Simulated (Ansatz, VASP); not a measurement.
## Two plane-wave programs on Ti

```
Ti
1.0
     0.00000    2.76687    2.76687
     2.76687    0.00000    2.76687
     2.76687    2.76687    0.00000
Ti
2
Cartesian
  0.6917 0.6917 0.6917
  4.8420 4.8420 4.8420
```

Alike in both runs: task single point; functional PBEsol; k mesh 11 × 11 × 11; occupations fermi-dirac, width 0.1 eV; no spin polarisation.

```csv
,VASP,Ansatz
version,VASP 6.6.1,Ansatz 0.2.0
potentials or method,"VASP PAW PBE potentials, release 64 (Ti_sv)","plane waves (420 eV) with PAW, scalar-relativistic"
plane-wave cutoff (eV),520,420
valence electrons in the cell,24,24
```

Ansatz gave:

* pressure (GPa): 0.0

Which values does VASP return?

Pressure (GPa): 0.1.

With one functional, cell and mesh, what is left measures potentials, basis and numerics. Ansatz warned: «pseudo_functional_mismatch».

Caveats: the PAW data sets were made with another functional, which shifts forces and pressure a little (VASP).
